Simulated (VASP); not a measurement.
Runs of VASP 6.6.1 on CaO. It takes space group P-6m2 (No. 187, hexagonal). The conventional cell has a = 3.168 Å, b = 3.168 Å, c = 3.058 Å, α = 90.00°, β = 90.00°, γ = 120.00°. Ca (site symmetry -6m2) is surrounded by 6 O at 2.38 Å. Around O (site symmetry -6m2) lie 6 Ca at 2.38 Å. The cell was built by a generator and needn't be a form met in nature.

```tsv
task	cell	k mesh	cutoff (eV)	smearing	gap on the mesh (eV)	pressure (GPa)	relaxed volume (Å³/atom)
single point	P-6m2, 13.29 Å³/atom	6 × 6 × 6	520	gaussian 0.1 eV	3.43	(a)	-
single point	P-6m2, 14.14 Å³/atom	9 × 9 × 8	520	gaussian 0.02 eV	3.32	0.5	-
single point	P-6m2, 14.14 Å³/atom	6 × 6 × 6	520	gaussian 0.1 eV	3.32	0.6	-
relaxation of cell and atoms	relaxed	6 × 6 × 6	600	gaussian 0.1 eV	3.31	0.2	(b)
relaxation of cell and atoms	relaxed	9 × 9 × 8	600	gaussian 0.02 eV	3.31	0.0	14.20
```

Alike in all rows: level PBE; potentials or basis VASP PAW PBE potentials, release 64 (Ca_sv, O); no spin polarisation.

**Question.** Estimate the missing entries.

**Answer.** (a) 6.6; (b) 14.19.

Caveats: an odd mesh through Γ misses points on the zone boundary, where band edges often lie (some runs).
